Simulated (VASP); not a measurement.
# CaF2 (Fm-3m) in VASP: a series of runs

Aim: see how the results for CaF2 move with the level of theory and the settings. Levels: PBEsol, r2SCAN, TB-mBJ. Tasks: band structure.

Program: VASP 6.6.1. These are calculated values, not measurements. Logs are shortened: lines on timing, memory, paths and dates and some standing lists are left out, and cuts for length are marked.

### 1 The structure

The structure is cubic, space group Fm-3m (No. 225). Conventional cell: a = 5.424 Å, b = 5.424 Å, c = 5.424 Å, α = 90.00°, β = 90.00°, γ = 90.00°. Around Ca (site symmetry m-3m) lie 8 F at 2.35 Å. F (site symmetry -43m) is surrounded by 4 Ca at 2.35 Å.

### 2 Band structure, PBEsol

INCAR reads:

```
ALGO = Fast ; EDIFF = 1E-6
ENCUT = 520 ; GGA = PS
ISIF = 2 ; ISMEAR = 0
LASPH = True ; LCHARG = False
LREAL = False ; LWAVE = False
NELM = 80 ; PREC = Accurate
SIGMA = 0.02
```

KPOINTS reads:

```
k-points
0
Gamma
  8 8 8
```

POSCAR reads:

```
CaF2
1.0
    0.0000000000      2.7120400000      2.7120400000
    2.7120400000      0.0000000000      2.7120400000
    2.7120400000      2.7120400000      0.0000000000
Ca F
1 2
Direct
    0.0000000000      1.0000000000      0.0000000000
    0.2500000000      0.2500000000      0.2500000000
    0.7500000000      0.7500000000      0.7500000000
```

KPOINTS_OPT reads:

```
path GXWKGLUWLK,UX
20
line-mode
reciprocal
 0.0000000000  0.0000000000  0.0000000000  G
 0.5000000000  0.0000000000  0.5000000000  X

 0.5000000000  0.0000000000  0.5000000000  X
 0.5000000000  0.2500000000  0.7500000000  W

 0.5000000000  0.2500000000  0.7500000000  W
 0.3750000000  0.3750000000  0.7500000000  K

 0.3750000000  0.3750000000  0.7500000000  K
 0.0000000000  0.0000000000  0.0000000000  G

 0.0000000000  0.0000000000  0.0000000000  G
 0.5000000000  0.5000000000  0.5000000000  L

 0.5000000000  0.5000000000  0.5000000000  L
 0.6250000000  0.2500000000  0.6250000000  U

 0.6250000000  0.2500000000  0.6250000000  U
 0.5000000000  0.2500000000  0.7500000000  W

 0.5000000000  0.2500000000  0.7500000000  W
 0.5000000000  0.5000000000  0.5000000000  L

 0.5000000000  0.5000000000  0.5000000000  L
 0.3750000000  0.3750000000  0.7500000000  K

 0.6250000000  0.2500000000  0.6250000000  U
 0.5000000000  0.0000000000  0.5000000000  X
```

Potentials or basis: VASP PAW PBE potentials, release 64 (Ca_sv, F).

Launch:

```console
> cat potpaw_PBE.64/Ca_sv/POTCAR potpaw_PBE.64/F/POTCAR > POTCAR
> mpirun -np 1 vasp_std > vasp.out
```

OUTCAR:

```text
EDIFF = 1E-6
   ENCUT = 520
   GGA = PS
   ISIF = 2
   ISMEAR = 0
   LASPH = True
   LREAL = False
   NELM = 80
   PREC = Accurate

 ion  position               nearest neighbor table
   1  0.000  0.000  0.000-   3 2.35   3 2.35   3 2.35   2 2.35   3 2.35   2 2.35   2 2.35   2 2.35

   2  0.250  0.250  0.250-   1 2.35   1 2.35   1 2.35   1 2.35
   3  0.750  0.750  0.750-   1 2.35   1 2.35   1 2.35   1 2.35

  LATTYP: Found a face centered cubic cell.
 ALAT       =     5.4240800000

  Lattice vectors:

 A1 = (   0.0000000000,   2.7120400000,   2.7120400000)
 A2 = (   2.7120400000,   0.0000000000,   2.7120400000)
 A3 = (   2.7120400000,   2.7120400000,   0.0000000000)

Analysis of symmetry for initial positions (statically):
=====================================================================
 Subroutine PRICEL returns:
 Original cell was already a primitive cell.

 Routine SETGRP: Setting up the symmetry group for a
 face centered cubic supercell.

 Subroutine GETGRP returns: Found 48 space group operations
 (whereof 48 operations were pure point group operations)
 out of a pool of 48 trial point group operations.

The static configuration has the point symmetry O_h .

Analysis of symmetry for dynamics (positions and initial velocities):
=====================================================================
 Subroutine PRICEL returns:
 Original cell was already a primitive cell.

 Routine SETGRP: Setting up the symmetry group for a
 face centered cubic supercell.

 Subroutine GETGRP returns: Found 48 space group operations
 (whereof 48 operations were pure point group operations)
 out of a pool of 48 trial point group operations.

The dynamic configuration has the point symmetry O_h .

 Subroutine INISYM returns: Found 48 space group operations
 (whereof 48 operations are pure point group operations),
 and found     1 'primitive' translations

----------------------------------------------------------------------------------------

                                     Primitive cell

  volume of cell :      39.8950

  direct lattice vectors                    reciprocal lattice vectors
     0.000000000  2.712040000  2.712040000    -0.184363062  0.184363062  0.184363062
     2.712040000  0.000000000  2.712040000     0.184363062 -0.184363062  0.184363062
     2.712040000  2.712040000  0.000000000     0.184363062  0.184363062 -0.184363062

  length of vectors
     3.835403750  3.835403750  3.835403750     0.319326191  0.319326191  0.319326191

  position of ions in fractional coordinates (direct lattice)
     0.000000000  0.000000000  0.000000000
     0.250000000  0.250000000  0.250000000
     0.750000000  0.750000000  0.750000000

  ion indices of the primitive-cell ions
   primitive index   ion index
                 1           1
                 2           2
                 3           3

----------------------------------------------------------------------------------------

 KPOINTS: k-points

Automatic generation of k-mesh.
 Grid dimensions read from file:
 generate k-points for:    8    8    8

 Generating k-lattice:

  Cartesian coordinates                     Fractional coordinates (reciprocal lattice)
    -0.023045383  0.023045383  0.023045383     0.125000000  0.000000000  0.000000000
     0.023045383 -0.023045383  0.023045383     0.000000000  0.125000000  0.000000000
     0.023045383  0.023045383 -0.023045383     0.000000000  0.000000000  0.125000000

  Length of vectors
     0.039915774  0.039915774  0.039915774

  Shift w.r.t. Gamma in fractional coordinates (k-lattice)
     0.000000000  0.000000000  0.000000000

 Subroutine IBZKPT returns following result:
 ===========================================

 Found     29 irreducible k-points:

 Following reciprocal coordinates:
            Coordinates               Weight
  0.000000  0.000000  0.000000      1.000000
  0.125000  0.000000  0.000000      8.000000
  0.250000  0.000000  0.000000      8.000000
  0.375000  0.000000  0.000000      8.000000
  0.500000  0.000000  0.000000      4.000000
  0.125000  0.125000  0.000000      6.000000
[... 16 lines left out ...]
  0.500000  0.250000  0.125000     48.000000
 -0.375000  0.250000  0.125000     24.000000
 [... further k-points ...]
   k-points           NKPTS =     29   k-points in BZ     NKDIM =     29   number of bands    NBANDS=     16
   number of dos      NEDOS =    301   number of ions     NIONS =      3
   total plane-waves  NPLWV =  27000
   dimension x,y,z NGX =    30 NGY =   30 NGZ =   30
   dimension x,y,z NGXF=    60 NGYF=   60 NGZF=   60
   ions per type =               1   2
   NGX,Y,Z   is equivalent  to a cutoff of  13.00, 13.00, 13.00 a.u.
   NGXF,Y,Z  is equivalent  to a cutoff of  26.01, 26.01, 26.01 a.u.
 SYSTEM =  unknown system
   PREC   = accura    normal or accurate (medium, high low for compatibility)
   ISTART =      0    job   : 0-new  1-cont  2-samecut
   ICHARG =      2    charge: 1-file 2-atom 10-const
   ISPIN  =      1    spin polarized calculation?
   LNONCOLLINEAR =      F non collinear calculations
   LSORBIT =      F    spin-orbit coupling
   LASPH  =      T    aspherical Exc in radial PAW
   ENCUT  =  520.0 eV  38.22 Ry    6.18 a.u.   7.13  7.13  7.13*2*pi/ulx,y,z
   NELM   =     80;   NELMIN=  2; NELMDL= -5     # of ELM steps
   EDIFF  = 0.1E-05   stopping-criterion for ELM
   LREAL  =      F    real-space projection
[... 7 lines left out ...]
   TEBEG  =    0.0;   TEEND  =   0.0 temperature during run
   PSTRESS=    0.0 pullay stress
   NELECT =      24.0000    total number of electrons
   NUPDOWN=      -1.0000    fix difference up-down
   EMIN   =  10.00;   EMAX   =-10.00  energy-range for DOS
   EFERMI =   0.00;   METHOD = LEGACY
   ISMEAR =     0;   SIGMA  =   0.02  broadening in eV -4-tet -1-fermi 0-gaus
   EFERMI_NEDOS =   21; number of points for ismear=-14 and -15
   IALGO  =     68    algorithm
   IMIX   =      4    mixing-type and parameters
     AMIX     =   0.40;   BMIX     =  1.00
     AMIX_MAG =   1.60;   BMIX_MAG =  1.00
  volume/ion in A,a.u.               =      13.30        89.74
  Fermi-wavevector in a.u.,A,eV,Ry     =   1.381993  2.611588 25.985828  1.909904
  Thomas-Fermi vector in A             =   2.506726
   LORBIT       =      0    0 simple, 1 ext, 2 COOP (PROOUT), +10 PAW based schemes
   GGA     = PS    functional components
   LHFCALC =     F    Hartree Fock is set to
   AEXX    =    0.0000 exact exchange contribution
   IVDW    =     0    specifies the selected vdW correction
   LEPSILON=     F    determine dielectric tensor
   LRPA    =     F    only Hartree local field effects (RPA)
 non-spin polarized calculation
 RMM-DIIS sequential band-by-band and
 Gauss-broadening in eV      SIGMA  =   0.02
  energy-cutoff  :      520.00
  volume of cell :       39.89
 maximum number of plane-waves:      1090
 NGX is ok and might be reduce to    30
   NGX = 15   NGY = 15   NGZ = 15

 number of electron      23.9999982 magnetization

 Free energy of the ion-electron system (eV)
  ---------------------------------------------------
  ext. energy  EPLUGINS =         0.00000000
  ---------------------------------------------------
  free energy    TOTEN  =       -17.90014140 eV

  energy without entropy =      -17.90014140  energy(sigma->0) =      -17.90014140

 E-fermi :  -0.8137     XC(G=0): -10.0062

 val. band max:       -0.9701682750   @ k =   0.5000   0.5000   0.0000
 cond. band min:       6.2420481094   @ k =   0.0000   0.0000   0.0000
 fundamental gap:      7.2122163844
 Fermi energy:        -0.8137029234

 k-point     1 :       0.0000    0.0000    0.0000
  band No.  band energies     occupation
      1     -36.6840      2.00000
      2     -20.8444      2.00000
      3     -20.0226      2.00000
      4     -17.7083      2.00000
      5     -17.7083      2.00000
      6     -17.7083      2.00000
[... 8 lines left out ...]
     15       8.2274      0.00000
     16      10.4183      0.00000

 k-point     2 :       0.1250    0.0000    0.0000
  band No.  band energies     occupation
      1     -36.6783      2.00000
      2     -20.8873      2.00000
      3     -20.0647      2.00000
      4     -17.7153      2.00000
      5     -17.7153      2.00000
      6     -17.6356      2.00000
[... 8 lines left out ...]
     15       8.2636      0.00000
     16      10.2764      0.00000

 k-point     3 :       0.2500    0.0000    0.0000
  band No.  band energies     occupation
      1     -36.6644      2.00000
      2     -20.9600      2.00000
      3     -20.2026      2.00000
      4     -17.7323      2.00000
      5     -17.7323      2.00000
      6     -17.4519      2.00000
[... 8 lines left out ...]
     15       8.3490      0.00000
     16      10.0031      0.00000

 k-point     4 :       0.3750    0.0000    0.0000
  band No.  band energies     occupation
      1     -36.6504      2.00000
      2     -20.9878      2.00000
      3     -20.3857      2.00000
      4     -17.7490      2.00000
      5     -17.7490      2.00000
      6     -17.2611      2.00000
[... 8 lines left out ...]
     15       8.4311      0.00000
     16       9.8697      0.00000
[... 324 lines left out ...]
 k-point    22 :       0.3750    0.2500    0.1250
  band No.  band energies     occupation
      1     -36.6540      2.00000
      2     -21.0106      2.00000
      3     -20.3006      2.00000
      4     -17.7572      2.00000
      5     -17.6895      2.00000
      6     -17.3615      2.00000
[... 8 lines left out ...]
     15       8.7454      0.00000
     16       9.5987      0.00000

 k-point    23 :       0.5000    0.2500    0.1250
  band No.  band energies     occupation
      1     -36.6428      2.00000
      2     -20.9784      2.00000
      3     -20.5176      2.00000
      4     -17.7762      2.00000
      5     -17.5925      2.00000
      6     -17.2945      2.00000
[... 8 lines left out ...]
     15       9.0419      0.00000
     16       9.4203      0.00000

 k-point    24 :      -0.3750    0.2500    0.1250
  band No.  band energies     occupation
      1     -36.6381      2.00000
      2     -20.9086      2.00000
      3     -20.6661      2.00000
      4     -17.7847      2.00000
      5     -17.5427      2.00000
      6     -17.2723      2.00000
[... 8 lines left out ...]
     15       8.9706      0.00000
     16       9.4327      0.00000

 [... further k-points ...]
[... 5 lines left out ...]
  --------------------------------------------------------------------------------------
  -------------------------------------------------------------------------------------
  Total        0.0351093      0.0351093      0.0351093     -0.0000000     -0.0000000      0.0000000
  in kB        1.4099850      1.4099850      1.4099850     -0.0000000     -0.0000000      0.0000000
  external PRESSURE =       1.4099850 kB  Pullay stress =       0.0000000 kB

 VOLUME and BASIS-vectors are now :
 -----------------------------------------------------------------------------
  energy-cutoff  :      520.00
  volume of cell :       39.89
      direct lattice vectors                 reciprocal lattice vectors
     0.000000000  2.712040000  2.712040000    -0.184363062  0.184363062  0.184363062
     2.712040000  0.000000000  2.712040000     0.184363062 -0.184363062  0.184363062
     2.712040000  2.712040000  0.000000000     0.184363062  0.184363062 -0.184363062

 POSITION                                       TOTAL-FORCE (eV/Angst)
 -----------------------------------------------------------------------------------
      0.00000      0.00000      0.00000        -0.000000     -0.000000      0.000000
      1.35602      1.35602      1.35602         0.000000      0.000000      0.000000
      4.06806      4.06806      4.06806        -0.000000     -0.000000     -0.000000
 -----------------------------------------------------------------------------------
    total drift:                                0.000000     -0.000000      0.000000

  FREE ENERGIE OF THE ION-ELECTRON SYSTEM (eV)
  ---------------------------------------------------
  free  energy   TOTEN  =       -17.9001414022 eV

  energy  without entropy=      -17.9001414022  energy(sigma->0) =      -17.90014140
```

Wall time 65 s (1 thread of Intel Xeon 6975P-C (Granite Rapids), shared host); peak memory 0.18 GiB.

What came out:

- Free energy: -17.9001 eV
- Pressure: 0.1 GPa
- Band gap on the k mesh: 7.21 eV, indirect (least direct gap 7.47 eV)
- Band gap along the path: 7.21 eV, indirect (least direct gap 7.47 eV)

Levels at the corners of the path, in eV from the valence-band top:
```tsv
point	band 8	band 9	band 10	band 11	band 12	band 13	band 14	band 15	band 16
Γ	-2.21	-2.21	-0.26	-0.26	-0.26	7.21	9.20	9.20	11.39
X	-1.70	-1.70	-0.38	-0.38	0.00	8.07	9.59	10.18	11.00
X	-1.70	-1.70	-0.38	-0.38	0.00	8.07	9.59	10.18	11.00
W	-2.21	-1.08	-1.08	-0.30	-0.09	8.41	9.82	10.02	10.02
W	-2.21	-1.08	-1.08	-0.30	-0.09	8.41	9.82	10.02	10.02
K	-1.79	-1.55	-0.68	-0.46	-0.10	8.34	9.79	9.89	10.44
K	-1.79	-1.55	-0.68	-0.46	-0.10	8.34	9.79	9.89	10.44
Γ	-2.21	-2.21	-0.26	-0.26	-0.26	7.21	9.20	9.20	11.39
Γ	-2.21	-2.21	-0.26	-0.26	-0.26	7.21	9.20	9.20	11.39
L	-1.59	-1.34	-1.28	-0.86	-0.86	9.43	9.43	9.83	10.64
L	-1.59	-1.34	-1.28	-0.86	-0.86	9.43	9.43	9.83	10.64
U	-1.79	-1.55	-0.68	-0.46	-0.10	8.34	9.79	9.89	10.44
U	-1.79	-1.55	-0.68	-0.46	-0.10	8.34	9.79	9.89	10.44
W	-2.21	-1.08	-1.08	-0.30	-0.09	8.41	9.82	10.02	10.02
W	-2.21	-1.08	-1.08	-0.30	-0.09	8.41	9.82	10.02	10.02
L	-1.59	-1.34	-1.28	-0.86	-0.86	9.43	9.43	9.83	10.64
L	-1.59	-1.34	-1.28	-0.86	-0.86	9.43	9.43	9.83	10.64
K	-1.79	-1.55	-0.68	-0.46	-0.10	8.34	9.79	9.89	10.44
U	-1.79	-1.55	-0.68	-0.46	-0.10	8.34	9.79	9.89	10.44
X	-1.70	-1.70	-0.38	-0.38	0.00	8.07	9.59	10.18	11.00
```

Caveat: the PAW data sets were made with another functional, which shifts forces and pressure a little.

### 3 Band structure, r2SCAN

INCAR reads:

```
ALGO = Normal ; EDIFF = 1E-6
ENCUT = 520 ; ISIF = 2
ISMEAR = 0 ; LASPH = True
LCHARG = False ; LMIXTAU = True
LREAL = False ; LWAVE = False
METAGGA = R2SCAN ; NELM = 80
PREC = Accurate ; SIGMA = 0.02
```

KPOINTS is that of step 2.

POSCAR is that of step 2.

KPOINTS_OPT is that of step 2.

Potentials or basis: VASP PAW PBE potentials, release 64 (Ca_sv, F).

Launch:

```console
> cat potpaw_PBE.64/Ca_sv/POTCAR potpaw_PBE.64/F/POTCAR > POTCAR
> mpirun -np 1 vasp_std > vasp.out
```

Wall time 3.3 min (1 thread of Intel Xeon 6975P-C (Granite Rapids), shared host); peak memory 0.17 GiB.

The run converged. Its results:

```
Free energy             : -25.9454 eV
Pressure                : 1.4 GPa
Band gap on the k mesh  : 8.07 eV, indirect (least direct gap 8.33 eV)
Band gap along the path : 8.07 eV, indirect (least direct gap 8.33 eV)
```

Levels at the corners of the path, in eV from the valence-band top:
| point | band 9 | band 10 | band 11 | band 12 | band 13 | band 14 | band 15 | band 16 |
| --- | --- | --- | --- | --- | --- | --- | --- | --- |
| Γ | -2.17 | -0.26 | -0.26 | -0.26 | 8.07 | 10.08 | 10.08 | 12.32 |
| X | -1.68 | -0.37 | -0.37 | 0.00 | 8.81 | 10.56 | 11.04 | 11.93 |
| X | -1.68 | -0.37 | -0.37 | 0.00 | 8.81 | 10.56 | 11.04 | 11.93 |
| W | -1.06 | -1.06 | -0.28 | -0.10 | 9.15 | 10.68 | 10.98 | 10.98 |
| W | -1.06 | -1.06 | -0.28 | -0.10 | 9.15 | 10.68 | 10.98 | 10.98 |
| K | -1.53 | -0.66 | -0.44 | -0.10 | 9.08 | 10.75 | 10.75 | 11.39 |
| K | -1.53 | -0.66 | -0.44 | -0.10 | 9.08 | 10.75 | 10.75 | 11.39 |
| Γ | -2.17 | -0.26 | -0.26 | -0.26 | 8.07 | 10.08 | 10.08 | 12.32 |
| Γ | -2.17 | -0.26 | -0.26 | -0.26 | 8.07 | 10.08 | 10.08 | 12.32 |
| L | -1.29 | -1.27 | -0.85 | -0.85 | 10.29 | 10.29 | 10.80 | 11.33 |
| L | -1.29 | -1.27 | -0.85 | -0.85 | 10.29 | 10.29 | 10.80 | 11.33 |
| U | -1.53 | -0.66 | -0.44 | -0.10 | 9.08 | 10.75 | 10.75 | 11.39 |
| U | -1.53 | -0.66 | -0.44 | -0.10 | 9.08 | 10.75 | 10.75 | 11.39 |
| W | -1.06 | -1.06 | -0.28 | -0.10 | 9.15 | 10.68 | 10.98 | 10.98 |
| W | -1.06 | -1.06 | -0.28 | -0.10 | 9.15 | 10.68 | 10.98 | 10.98 |
| L | -1.29 | -1.27 | -0.85 | -0.85 | 10.29 | 10.29 | 10.80 | 11.33 |
| L | -1.29 | -1.27 | -0.85 | -0.85 | 10.29 | 10.29 | 10.80 | 11.33 |
| K | -1.53 | -0.66 | -0.44 | -0.10 | 9.08 | 10.75 | 10.75 | 11.39 |
| U | -1.53 | -0.66 | -0.44 | -0.10 | 9.08 | 10.75 | 10.75 | 11.39 |
| X | -1.68 | -0.37 | -0.37 | 0.00 | 8.81 | 10.56 | 11.04 | 11.93 |

Caveat: the PAW data sets were made with another functional, which shifts forces and pressure a little. r2SCAN opens gaps a little over a GGA but as a rule still falls short of measured ones.

[end of part 1 of 2]
